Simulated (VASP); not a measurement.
# Al (Fm-3m) in VASP: notebook

Aim: see how the results for Al move with the level of theory and the settings. Levels: PBE, LDA, r2SCAN. Tasks: elastic constants, band structure, density of states.

Program: VASP 6.6.1. These are calculated values, not measurements. Logs are shortened: lines on timing, memory, paths and dates and some standing lists are left out, and cuts for length are marked.

**1. Starting point**

The structure is cubic, space group Fm-3m (No. 225). Conventional cell: a = 4.039 Å, b = 4.039 Å, c = 4.039 Å, α = 90.00°, β = 90.00°, γ = 90.00°. Around Al (site symmetry m-3m) lie 12 Al at 2.86 Å.

**2. Elastic constants, PBE**

Contents of POSCAR:

```
Al
1.0
    0.0000000000      2.0196414341      2.0196414341
    2.0196414341      0.0000000000      2.0196414341
    2.0196414341      2.0196414341      0.0000000000
  Al
     1
Direct
     0.0000000000000000    0.0000000000000000    0.0000000000000000
```

Contents of INCAR.step1:

```
SYSTEM = Al
PREC = Accurate
ENCUT = 600
EDIFF = 1E-8
ISMEAR = 1
SIGMA = 0.1
LREAL = .FALSE.
LASPH = .TRUE.
NELM = 80
ALGO = Normal
ISIF = 3
LWAVE = .FALSE.
LCHARG = .FALSE.
GGA = PE
IBRION = 2
NSW = 40
EDIFFG = -0.002
```

Contents of INCAR.step2:

```
SYSTEM = Al
PREC = Accurate
ENCUT = 600
EDIFF = 1E-8
ISMEAR = 1
SIGMA = 0.1
LREAL = .FALSE.
LASPH = .TRUE.
NELM = 80
ALGO = Normal
ISIF = 3
LWAVE = .FALSE.
LCHARG = .FALSE.
GGA = PE
IBRION = 6
NFREE = 2
POTIM = 0.015
NSW = 1
```

Contents of KPOINTS:

```
regular mesh
0
G
  16 16 16
  0 0 0
```

Potentials or basis: VASP PAW PBE potentials, release 64 (Al).

Run with:

```sh
cat potpaw_PBE.64/Al/POTCAR > POTCAR
cp INCAR.step1 INCAR
mpirun -np 1 vasp_std > vasp.out
cp CONTCAR POSCAR
cp INCAR.step2 INCAR
mpirun -np 1 vasp_std > vasp.out
```

OUTCAR:

```text
SYSTEM = Al
   PREC = Accurate
   ENCUT = 600
   EDIFF = 1E-8
   ISMEAR = 1
   LREAL = .FALSE.
   LASPH = .TRUE.
   NELM = 80
   ISIF = 3
   GGA = PE
   IBRION = 6
   NFREE = 2
   POTIM = 0.015
   NSW = 1

 ion  position               nearest neighbor table
   1  0.000  0.000  0.000-

  LATTYP: Found a face centered cubic cell.
 ALAT       =     4.0392828682

  Lattice vectors:

 A1 = (   0.0000000000,   2.0196414341,   2.0196414341)
 A2 = (   2.0196414341,   0.0000000000,   2.0196414341)
 A3 = (   2.0196414341,   2.0196414341,   0.0000000000)

Analysis of symmetry for initial positions (statically):
=====================================================================
 Subroutine PRICEL returns:
 Original cell was already a primitive cell.

 Routine SETGRP: Setting up the symmetry group for a
 face centered cubic supercell.

 Subroutine GETGRP returns: Found 48 space group operations
 (whereof 48 operations were pure point group operations)
 out of a pool of 48 trial point group operations.

The static configuration has the point symmetry O_h .

Analysis of symmetry for dynamics (positions and initial velocities):
=====================================================================
 Subroutine PRICEL returns:
 Original cell was already a primitive cell.

 Routine SETGRP: Setting up the symmetry group for a
 face centered cubic supercell.

 Subroutine GETGRP returns: Found 48 space group operations
 (whereof 48 operations were pure point group operations)
 out of a pool of 48 trial point group operations.

The dynamic configuration has the point symmetry O_h .

 Subroutine INISYM returns: Found 48 space group operations
 (whereof 48 operations are pure point group operations),
 and found     1 'primitive' translations

----------------------------------------------------------------------------------------

                                     Primitive cell

  volume of cell :      16.4760

  direct lattice vectors                    reciprocal lattice vectors
     0.000000000  2.019641434  2.019641434    -0.247568698  0.247568698  0.247568698
     2.019641434  0.000000000  2.019641434     0.247568698 -0.247568698  0.247568698
     2.019641434  2.019641434  0.000000000     0.247568698  0.247568698 -0.247568698

  length of vectors
     2.856204307  2.856204307  2.856204307     0.428801563  0.428801563  0.428801563

  position of ions in fractional coordinates (direct lattice)
     0.000000000  0.000000000  0.000000000

  ion indices of the primitive-cell ions
   primitive index   ion index
                 1           1

----------------------------------------------------------------------------------------

 KPOINTS: regular mesh

Automatic generation of k-mesh.
 Grid dimensions read from file:
 generate k-points for:   16   16   16

 Generating k-lattice:

  Cartesian coordinates                     Fractional coordinates (reciprocal lattice)
    -0.015473044  0.015473044  0.015473044     0.062500000  0.000000000  0.000000000
     0.015473044 -0.015473044  0.015473044     0.000000000  0.062500000  0.000000000
     0.015473044  0.015473044 -0.015473044     0.000000000  0.000000000  0.062500000

  Length of vectors
     0.026800098  0.026800098  0.026800098

  Shift w.r.t. Gamma in fractional coordinates (k-lattice)
     0.000000000  0.000000000  0.000000000

 Subroutine IBZKPT returns following result:
 ===========================================

 Found    145 irreducible k-points:

 Following reciprocal coordinates:
            Coordinates               Weight
  0.000000  0.000000  0.000000      1.000000
  0.062500  0.000000  0.000000      8.000000
  0.125000  0.000000  0.000000      8.000000
  0.187500  0.000000  0.000000      8.000000
  0.250000  0.000000  0.000000      8.000000
  0.312500  0.000000  0.000000      8.000000
[... 16 lines left out ...]
 -0.125000  0.062500  0.000000     24.000000
 -0.062500  0.062500  0.000000     12.000000
 [... further k-points ...]
   k-points           NKPTS =    145   k-points in BZ     NKDIM =    145   number of bands    NBANDS=      5
   number of dos      NEDOS =    301   number of ions     NIONS =      1
   total plane-waves  NPLWV =  13824
   dimension x,y,z NGX =    24 NGY =   24 NGZ =   24
   dimension x,y,z NGXF=    48 NGYF=   48 NGZF=   48
   ions per type =               1
[... 19 lines left out ...]
   ISYM   =      2    0-nonsym 1-usesym 2-fastsym
   POTIM  = 0.0150    time-step for ionic-motion
   TEBEG  =    0.0;   TEEND  =   0.0 temperature during run
   PSTRESS=    0.0 pullay stress
   NELECT =       3.0000    total number of electrons
   NUPDOWN=      -1.0000    fix difference up-down
   EMIN   =  10.00;   EMAX   =-10.00  energy-range for DOS
   EFERMI =   0.00;   METHOD = LEGACY
   ISMEAR =     1;   SIGMA  =   0.10  broadening in eV -4-tet -1-fermi 0-gaus
   EFERMI_NEDOS =   21; number of points for ismear=-14 and -15
   IALGO  =     38    algorithm
   IMIX   =      4    mixing-type and parameters
     AMIX     =   0.40;   BMIX     =  1.00
     AMIX_MAG =   1.60;   BMIX_MAG =  1.00
  volume/ion in A,a.u.               =      16.48       111.19
  Fermi-wavevector in a.u.,A,eV,Ry     =   0.927892  1.753462 11.714404  0.860984
  Thomas-Fermi vector in A             =   2.054011
   LORBIT       =      0    0 simple, 1 ext, 2 COOP (PROOUT), +10 PAW based schemes
   GGA     = PE    functional components
   LHFCALC =     F    Hartree Fock is set to
   AEXX    =    0.0000 exact exchange contribution
   IVDW    =     0    specifies the selected vdW correction
   LEPSILON=     F    determine dielectric tensor
   LRPA    =     F    only Hartree local field effects (RPA)
 finite differences with symmetry
 non-spin polarized calculation
 Methfessel and Paxton  Order N= 1 SIGMA  =   0.10
  energy-cutoff  :      600.00
  volume of cell :       16.48
 maximum number of plane-waves:       568
   NGX = 11   NGY = 11   NGZ = 11

--------------------------------------- Ionic step        1  -------------------------------------------

 number of electron       3.0000000 magnetization

 Free energy of the ion-electron system (eV)
  ---------------------------------------------------
  ext. energy  EPLUGINS =         0.00000000
  ---------------------------------------------------
  free energy    TOTEN  =        -3.75163171 eV

  energy without entropy =       -3.75197646  energy(sigma->0) =       -3.75174663

------------------------ aborting loop because EDIFF is reached ----------------------------------------

  FORCE on cell =-STRESS in cart. coord.  units (eV):
  Direction    XX          YY          ZZ          XY          YZ          ZX
  --------------------------------------------------------------------------------------
  -------------------------------------------------------------------------------------
  Total       -0.0000368     -0.0000368     -0.0000368     -0.0000000     -0.0000000     -0.0000000
  in kB       -0.0035823     -0.0035823     -0.0035823     -0.0000000     -0.0000000     -0.0000000
  external PRESSURE =      -0.0035823 kB  Pullay stress =       0.0000000 kB
[... 86 lines left out ...]
  FREE ENERGIE OF THE ION-ELECTRON SYSTEM (eV)
  ---------------------------------------------------
  free  energy   TOTEN  =        -3.7492179786 eV

  energy  without entropy=       -3.7493663314  energy(sigma->0) =       -3.74926743

[... ionic steps 4 to 12 ...]

--------------------------------------- Ionic step       13  -------------------------------------------

 number of electron       3.0000000 magnetization

------------------------ aborting loop because EDIFF is reached ----------------------------------------
[... 65 lines left out ...]
--------------------------------------- Ionic step       15  -------------------------------------------

 number of electron       3.0000000 magnetization

 Free energy of the ion-electron system (eV)
  ---------------------------------------------------
  ext. energy  EPLUGINS =         0.00000000
  ---------------------------------------------------
  free energy    TOTEN  =        -3.75163172 eV

  energy without entropy =       -3.75197647  energy(sigma->0) =       -3.75174664

 E-fermi :   8.0566     XC(G=0): -10.2020

 val. band max:        8.0181314730   @ k =  -0.2500   0.3125   0.1250
 cond. band min:       8.1335229328   @ k =   0.4375   0.4375   0.0000
 fundamental gap:      0.1153914598
 Fermi energy:         8.0566161331

 k-point     1 :       0.0000    0.0000    0.0000
  band No.  band energies     occupation
      1      -3.1294      2.00000
      2      20.6423      0.00000
      3      20.6423      0.00000
      4      20.6423      0.00000
      5      22.1451      0.00000
[... 177 lines left out ...]
 k-point    24 :      -0.0625    0.0625    0.0000
  band No.  band energies     occupation
      1      -2.8461      2.00000
      2      17.7824      0.00000
      3      18.5267      0.00000
      4      20.9179      0.00000
      5      22.3195      0.00000

 [... further k-points ...]
[... 5 lines left out ...]
  --------------------------------------------------------------------------------------
  -------------------------------------------------------------------------------------
  Total       -0.0000363     -0.0000363     -0.0000363     -0.0000000      0.0000000     -0.0000000
  in kB       -0.0035309     -0.0035309     -0.0035309     -0.0000000      0.0000000     -0.0000000
  external PRESSURE =      -0.0035309 kB  Pullay stress =       0.0000000 kB
[... 16 lines left out ...]
  FREE ENERGIE OF THE ION-ELECTRON SYSTEM (eV)
  ---------------------------------------------------
  free  energy   TOTEN  =        -3.7516317222 eV

  energy  without entropy=       -3.7519764741  energy(sigma->0) =       -3.75174664

 INTERNAL STRAIN TENSORS FROM STRAINED CELLS
 ============================================

 INTERNAL STRAIN TENSOR FOR ION    1 for displacements in x,y,z  (eV/Angst):
          X           Y           Z          XY          YZ          ZX
  --------------------------------------------------------------------------------
  x    -0.00000     0.00000     0.00000     0.00000    -0.00000     0.00000
  y     0.00000     0.00000    -0.00000     0.00000     0.00000    -0.00000
  z    -0.00000     0.00000    -0.00000     0.00000    -0.00000     0.00000

 INTERNAL STRAIN TENSORS FROM DISPLACED ATOMS
 ============================================

 INTERNAL STRAIN TENSOR FOR ION    1 for displacements in x,y,z  (eV/Angst):
          X           Y           Z          XY          YZ          ZX
  --------------------------------------------------------------------------------
  x     0.00000     0.00000     0.00000     0.00000     0.00000     0.00000
  y     0.00000     0.00000     0.00000     0.00000     0.00000     0.00000
  z     0.00000     0.00000     0.00000     0.00000     0.00000     0.00000

 Eigenvectors and eigenvalues of the dynamical matrix
 ----------------------------------------------------

   1 f  =    0.000000 THz     0.000000 2PiTHz    0.000000 cm-1     0.000000 meV
             X         Y         Z           dx          dy          dz
      0.000000  0.000000  0.000000     0.707107   -0.707107    0.000000

   2 f  =    0.000000 THz     0.000000 2PiTHz    0.000000 cm-1     0.000000 meV
             X         Y         Z           dx          dy          dz
      0.000000  0.000000  0.000000    -0.707107   -0.707107    0.000000

   3 f  =    0.000000 THz     0.000000 2PiTHz    0.000000 cm-1     0.000000 meV
             X         Y         Z           dx          dy          dz
      0.000000  0.000000  0.000000     0.000000    0.000000    1.000000

--------------------------------------------------------------------------------------------------------

 ELASTIC MODULI CONTR FROM IONIC RELAXATION (kBar)
 Direction    XX          YY          ZZ          XY          YZ          ZX
 --------------------------------------------------------------------------------
 XX           0.0000      0.0000      0.0000      0.0000      0.0000      0.0000
 YY           0.0000      0.0000      0.0000      0.0000      0.0000      0.0000
 ZZ           0.0000      0.0000      0.0000      0.0000      0.0000      0.0000
 XY           0.0000      0.0000      0.0000      0.0000      0.0000      0.0000
 YZ           0.0000      0.0000      0.0000      0.0000      0.0000      0.0000
 ZX           0.0000      0.0000      0.0000      0.0000      0.0000      0.0000
 --------------------------------------------------------------------------------

 TOTAL ELASTIC MODULI (kBar)
 Direction    XX          YY          ZZ          XY          YZ          ZX
 --------------------------------------------------------------------------------
 XX        1678.7562    290.8487    290.8487     -0.0000      0.0000     -0.0000
 YY         290.8487   1678.7562    290.8487      0.0000     -0.0000      0.0000
 ZZ         290.8487    290.8487   1678.7562     -0.0000     -0.0000     -0.0000
 XY          -0.0000      0.0000     -0.0000    448.2411     -0.0000      0.0000
 YZ           0.0000     -0.0000     -0.0000     -0.0000    448.2411      0.0000
 ZX          -0.0000      0.0000     -0.0000      0.0000      0.0000    448.2411
 --------------------------------------------------------------------------------
```

Run time: 2 min. Hardware: 1 thread of Intel Xeon 6975P-C (Granite Rapids), shared host; peak memory 0.31 GiB.

What came out:

```
Elastic constants C11, C12, C44 : 168, 29, 45 GPa
Voigt bulk modulus              : 75 GPa
```

Elastic tensor in Voigt notation (GPa, in the Cartesian axes of the cell as first typed):
```
168  29  29   0   0   0
 29 168  29   0   0   0
 29  29 168   0   0   0
  0   0   0  45   0   0
  0   0   0   0  45   0
  0   0   0   0   0  45
```

Clamped-ion elastic tensor (GPa):
```
168  29  29   0   0   0
 29 168  29   0   0   0
 29  29 168   0   0   0
  0   0   0  45   0   0
  0   0   0   0  45   0
  0   0   0   0   0  45
```

**3. Band structure, PBE**

This run uses another cell than the first one, of 16.19 Å³/atom, 0.983 times its volume.

Contents of INCAR:

```
PREC = Accurate
ENCUT = 520
EDIFF = 1E-6
ISMEAR = 1
SIGMA = 0.1
LREAL = False
LASPH = True
NELM = 80
ALGO = Normal
ISIF = 2
LWAVE = False
LCHARG = False
GGA = PE
NBANDS = 8
```

Contents of KPOINTS:

```
regular mesh
0
Gamma
  16 16 16
```

Contents of POSCAR:

```
Al                                      
1.0
    0.0000000000      2.0078218401      2.0078218401
    2.0078218401      0.0000000000      2.0078218401
    2.0078218401      2.0078218401      0.0000000000
  Al            
     1
Direct
     0.0000000000000000    0.0000000000000000    0.0000000000000000
```

Contents of KPOINTS_OPT:

```
explicit points
252
Reciprocal
 0.0000000000  0.0000000000  0.0000000000 1
 0.0357142857  0.0000000000  0.0357142857 1
 0.0714285714  0.0000000000  0.0714285714 1
 0.1071428571  0.0000000000  0.1071428571 1
 0.1428571429  0.0000000000  0.1428571429 1
 0.1785714286  0.0000000000  0.1785714286 1
[... 244 lines left out ...]
 0.4920245300  0.0079754700  0.5000000000 1
 0.5079754700 -0.0079754700  0.5000000000 1
```

Potentials or basis: VASP PAW PBE potentials, release 64 (Al).

Run with:

```sh
cat potpaw_PBE.64/Al/POTCAR > POTCAR
mpirun -np 1 vasp_std > vasp.out
```

Wall time 9.8 s (1 thread of Intel Xeon 6975P-C (Granite Rapids), shared host); peak memory 0.15 GiB.

The run converged. Its results:

* Free energy: -3.7503 eV
* Pressure: 1.5 GPa
* Band gap along the path: none (metal or under the smearing width)

Levels at the corners of the path, in eV from the Fermi level:
| point | band 1 | band 2 | band 3 | band 4 | band 5 |
| --- | --- | --- | --- | --- | --- |
| Γ | -11.30 | 12.69 | 12.69 | 12.69 | 14.33 |
| X | -3.00 | -1.64 | 5.23 | 5.65 | 5.65 |
| X | -3.00 | -1.64 | 5.23 | 5.65 | 5.65 |
| W | -0.90 | -0.90 | 0.10 | 1.18 | 15.96 |
| W | -0.90 | -0.90 | 0.10 | 1.18 | 15.96 |
| K | -1.96 | -1.43 | -0.40 | 6.63 | 8.27 |
| K | -1.96 | -1.43 | -0.40 | 6.63 | 8.27 |
| Γ | -11.30 | 12.69 | 12.69 | 12.69 | 14.33 |
| Γ | -11.30 | 12.69 | 12.69 | 12.69 | 14.33 |
| L | -4.70 | -4.44 | 11.51 | 11.51 | 11.58 |
| L | -4.70 | -4.44 | 11.51 | 11.51 | 11.58 |
| U | -1.96 | -1.43 | -0.40 | 6.63 | 8.27 |
| U | -1.96 | -1.43 | -0.40 | 6.63 | 8.27 |
| W | -0.90 | -0.90 | 0.10 | 1.18 | 15.96 |
| W | -0.90 | -0.90 | 0.10 | 1.18 | 15.96 |
| L | -4.70 | -4.44 | 11.51 | 11.51 | 11.58 |
| L | -4.70 | -4.44 | 11.51 | 11.51 | 11.58 |
| K | -1.96 | -1.43 | -0.40 | 6.63 | 8.27 |
| U | -1.96 | -1.43 | -0.40 | 6.63 | 8.27 |
| X | -3.00 | -1.64 | 5.23 | 5.65 | 5.65 |

**4. Band structure, LDA**

This run uses another cell than the first one, of 16.19 Å³/atom, 0.983 times its volume.

Edit INCAR of step 3 so:

```diff
@@ -12,3 +12,2 @@
 LCHARG = False
-GGA = PE
 NBANDS = 8
```

KPOINTS is that of step 3.

POSCAR is that of step 3.

KPOINTS_OPT is that of step 3.

Potentials or basis: VASP PAW LDA potentials, release 64 (Al).

Run with:

```sh
cat potpaw_LDA.64/Al/POTCAR > POTCAR
mpirun -np 1 vasp_std > vasp.out
```

It took 8.9 s on 1 thread of Intel Xeon 6975P-C (Granite Rapids), shared host; peak memory 0.13 GiB.

The run converged. Its results:

| Property | Result |
| --- | --- |
| Free energy | -4.1951 eV |
| Pressure | -1.9 GPa |
| Band gap along the path | none (metal or under the smearing width) |

Levels at the corners of the path, in eV from the Fermi level:
| point | band 1 | band 2 | band 3 | band 4 | band 5 | band 6 |
| --- | --- | --- | --- | --- | --- | --- |
| Γ | -11.27 | 12.63 | 12.63 | 12.63 | 14.10 | 14.10 |
| X | -2.98 | -1.66 | 5.26 | 5.58 | 5.58 | 9.09 |
| X | -2.98 | -1.66 | 5.26 | 5.58 | 5.58 | 9.09 |
| W | -0.89 | -0.89 | 0.13 | 1.06 | 15.88 | 15.88 |
| W | -0.89 | -0.89 | 0.13 | 1.06 | 15.88 | 15.88 |
| K | -1.94 | -1.41 | -0.45 | 6.55 | 8.23 | 15.72 |
| K | -1.94 | -1.41 | -0.45 | 6.55 | 8.23 | 15.72 |
| Γ | -11.27 | 12.63 | 12.63 | 12.63 | 14.10 | 14.10 |
| Γ | -11.27 | 12.63 | 12.63 | 12.63 | 14.10 | 14.10 |
| L | -4.67 | -4.46 | 11.40 | 11.40 | 11.48 | 11.48 |
| L | -4.67 | -4.46 | 11.40 | 11.40 | 11.48 | 11.48 |
| U | -1.94 | -1.41 | -0.45 | 6.55 | 8.23 | 15.72 |
| U | -1.94 | -1.41 | -0.45 | 6.55 | 8.23 | 15.72 |
| W | -0.89 | -0.89 | 0.13 | 1.06 | 15.88 | 15.88 |
| W | -0.89 | -0.89 | 0.13 | 1.06 | 15.88 | 15.88 |
| L | -4.67 | -4.46 | 11.40 | 11.40 | 11.48 | 11.48 |
| L | -4.67 | -4.46 | 11.40 | 11.40 | 11.48 | 11.48 |
| K | -1.94 | -1.41 | -0.45 | 6.55 | 8.23 | 15.72 |
| U | -1.94 | -1.41 | -0.45 | 6.55 | 8.23 | 15.72 |
| X | -2.98 | -1.66 | 5.26 | 5.58 | 5.58 | 9.09 |

[end of part 1 of 2]
